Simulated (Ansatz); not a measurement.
# SnO2: the cost of one run

Computed with Ansatz 0.2.0 (DFT PBE, scalar-relativistic, plane waves, PAW, unless a step's input says otherwise).

## Step 1: The starting structure

Symmetry: P4_2/mnm, No. 136, tetragonal system. The conventional cell has a = 4.738 Å, b = 4.738 Å, c = 3.186 Å, α = 90.00°, β = 90.00°, γ = 90.00°. Sn (site symmetry mmm) has 6 O at 2.05 to 2.06 Å in its first shell of neighbours. Around O (site symmetry m2m) lie 3 Sn at 2.05 to 2.06 Å.

As a file:

```
Sn O
1.0
    -4.73800   -4.73800    3.18650
    -4.73800    4.73800    3.18650
    -9.47600    0.00000   -6.37300
Sn O
16 32
Cartesian
  0.0000 0.0000 0.0000
  -9.4760 0.0000 -3.1865
  -4.7380 0.0000 3.1865
  -9.4760 0.0000 0.0000
  -9.4760 0.0000 3.1865
  -14.2140 0.0000 0.0000
  -4.7380 0.0000 -3.1865
  -4.7380 0.0000 0.0000
  -11.8450 -2.3690 -1.5932
  -7.1070 2.3690 -1.5932
  -11.8450 2.3690 -1.5932
  -7.1070 2.3690 1.5933
  -2.3690 -2.3690 1.5933
  -7.1070 -2.3690 -1.5932
  -7.1070 -2.3690 1.5933
  -2.3690 2.3690 1.5933
  -12.7590 -3.2830 -3.1865
  -8.0210 1.4550 -3.1865
  -12.7590 1.4550 -3.1865
  -8.0210 1.4550 0.0000
  -8.0210 1.4550 3.1865
  -12.7590 1.4550 0.0000
  -8.0210 -3.2830 0.0000
  -3.2830 1.4550 0.0000
  -13.3000 -0.9140 -1.5932
  -13.3000 -0.9140 1.5933
  -13.3000 3.8240 -1.5932
  -8.5620 3.8240 1.5933
  -3.8240 -0.9140 1.5933
  -8.5620 -0.9140 -1.5932
  -8.5620 -0.9140 1.5933
  -8.5620 -0.9140 4.7797
  -10.9310 -1.4550 -3.1865
  -10.9310 -1.4550 0.0000
  -15.6690 -1.4550 0.0000
  -10.9310 -1.4550 3.1865
  -6.1930 3.2830 3.1865
  -10.9310 3.2830 0.0000
  -6.1930 -1.4550 0.0000
  -6.1930 -1.4550 3.1865
  -10.3900 -3.8240 -1.5932
  -5.6520 0.9140 -1.5932
  -10.3900 0.9140 -1.5932
  -5.6520 0.9140 1.5933
  -15.1280 0.9140 -1.5932
  -10.3900 0.9140 1.5933
  -5.6520 -3.8240 1.5933
  -10.3900 0.9140 -4.7797
```

The runs take a perfect supercell of 48 atoms; the defect goes to fractional position (0.000, 0.000, 0.000).

## Step 2: The perfect supercell

Input file input.yaml:

```yaml
crystal:
  lattice:
    - [-4.738, -4.738, 3.1865]
    - [-4.738, 4.738, 3.1865]
    - [-9.476, 0.0, -6.373]
  atoms:
    - { symbol: Sn, position: [0.0, 0.0, 0.0] }
    - { symbol: Sn, position: [0.25, 0.25, 0.75] }
    - { symbol: Sn, position: [0.5, 0.5, 0.0] }
    - { symbol: Sn, position: [0.5, 0.5, 0.5] }
    - { symbol: Sn, position: [0.75, 0.75, 0.25] }
    - { symbol: Sn, position: [0.75, 0.75, 0.75] }
    - { symbol: Sn, position: [0.0, 0.0, 0.5] }
    - { symbol: Sn, position: [0.25, 0.25, 0.25] }
    - { symbol: Sn, position: [0.75, 0.25, 0.75] }
    - { symbol: Sn, position: [0.0, 0.5, 0.5] }
    - { symbol: Sn, position: [0.25, 0.75, 0.75] }
    - { symbol: Sn, position: [0.25, 0.75, 0.25] }
    - { symbol: Sn, position: [0.5, 0.0, 0.0] }
    - { symbol: Sn, position: [0.5, 0.0, 0.5] }
    - { symbol: Sn, position: [0.75, 0.25, 0.25] }
    - { symbol: Sn, position: [0.0, 0.5, 0.0] }
    - { symbol: O, position: [0.769675, 0.076775, 0.923225] }
    - { symbol: O, position: [0.019675, 0.326775, 0.673225] }
    - { symbol: O, position: [0.269675, 0.576775, 0.923225] }
    - { symbol: O, position: [0.269675, 0.576775, 0.423225] }
    - { symbol: O, position: [0.519675, 0.826775, 0.173225] }
    - { symbol: O, position: [0.519675, 0.826775, 0.673225] }
    - { symbol: O, position: [0.769675, 0.076775, 0.423225] }
    - { symbol: O, position: [0.019675, 0.326775, 0.173225] }
    - { symbol: O, position: [0.673225, 0.480325, 0.826775] }
    - { symbol: O, position: [0.923225, 0.730325, 0.576775] }
    - { symbol: O, position: [0.173225, 0.980325, 0.826775] }
    - { symbol: O, position: [0.173225, 0.980325, 0.326775] }
    - { symbol: O, position: [0.423225, 0.230325, 0.076775] }
    - { symbol: O, position: [0.423225, 0.230325, 0.576775] }
    - { symbol: O, position: [0.673225, 0.480325, 0.326775] }
    - { symbol: O, position: [0.923225, 0.730325, 0.076775] }
    - { symbol: O, position: [0.480325, 0.173225, 0.826775] }
    - { symbol: O, position: [0.730325, 0.423225, 0.576775] }
    - { symbol: O, position: [0.980325, 0.673225, 0.826775] }
    - { symbol: O, position: [0.980325, 0.673225, 0.326775] }
    - { symbol: O, position: [0.230325, 0.923225, 0.076775] }
    - { symbol: O, position: [0.230325, 0.923225, 0.576775] }
    - { symbol: O, position: [0.480325, 0.173225, 0.326775] }
    - { symbol: O, position: [0.730325, 0.423225, 0.076775] }
    - { symbol: O, position: [0.826775, 0.019675, 0.673225] }
    - { symbol: O, position: [0.076775, 0.269675, 0.423225] }
    - { symbol: O, position: [0.326775, 0.519675, 0.673225] }
    - { symbol: O, position: [0.326775, 0.519675, 0.173225] }
    - { symbol: O, position: [0.576775, 0.769675, 0.923225] }
    - { symbol: O, position: [0.576775, 0.769675, 0.423225] }
    - { symbol: O, position: [0.826775, 0.019675, 0.173225] }
    - { symbol: O, position: [0.076775, 0.269675, 0.923225] }
basis:
  ecutwfc: 420
  fft_grid_basis: typed
kpoints:
  mp_grid: { grid: [2, 2, 1] }
hamiltonian:
  xc: pbe
  pseudopotentials: { kind: paw }
scf:
  occupations: { method: gaussian, width: 0.05 }
output:
  forces: true
  stress: false
  eigenvalues: true
  bader: false
  write_density: true
  volumetric_format: npy
```

Launch:

```
> ansatz run input.yaml --threads 4 --pin off --max-ram 10240MiB --backend cpu --events-out ev --progress --plain --runs-dir out
```

What time and memory should one allow on 4 threads of Arm Neoverse V1, shared host?

About 7.4 s, with a peak of 2.1 GiB.
